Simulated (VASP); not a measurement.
Write the native input for VASP 6.6.1 that does the following.

- Task: relaxation of cell and atoms
- Functional: PBEsol
- Potentials or basis: VASP PAW PBE potentials, release 64 (Si)
- Cutoff: 600 eV
- k mesh: 16 × 16 × 16
- Occupations: methfessel-paxton, width 0.1 eV
- Spin: no spin polarisation
- Further INCAR settings: ALGO = Normal; EDIFF = 1e-07; IBRION = 2; EDIFFG = -0.005; NSW = 90; ISIF = 3

The structure of Si lies in POSCAR:

```
Si                                      
1.0
    0.0000000000      1.9152827477      1.9152827477
    1.9152827477      0.0000000000      1.9152827477
    1.9152827477      1.9152827477     -0.0000000000
  Si            
     1
Direct
     0.0000000000000000    0.0000000000000000    0.0000000000000000
```

The cell was built by a generator and needn't be a form met in nature.

The input as run:

INCAR

```
  PREC = Accurate
  ENCUT = 600
  EDIFF = 1E-7
  ISMEAR = 1
  SIGMA = 0.1
  LREAL = F
  LASPH = T
  NELM = 80
  ALGO = Normal
  ISIF = 3
  LWAVE = F
  LCHARG = F
  GGA = PS
  IBRION = 2
  NSW = 90
  EDIFFG = -0.005
```

KPOINTS

```
Automatic mesh
0
Gamma
  16 16 16
```

Potentials or basis: VASP PAW PBE potentials, release 64 (Si).

Run with:

```console
$ cat potpaw_PBE.64/Si/POTCAR > POTCAR
$ mpirun -np 1 vasp_std > vasp.out
```

It gave:

```yaml
Pressure_after_relaxing: 0.0 GPa
Band_gap_on_the_k_mesh: none (metal or under the smearing width)
```

Caveat: the relaxation stopped at its first step, so nothing moved; the PAW data sets were made with another functional, which shifts forces and pressure a little.

Wall time 6.5 s on 1 thread of Intel(R) Xeon(R) Platinum 8488C (Sapphire Rapids), on a shared host, peak memory 0.14 GiB.
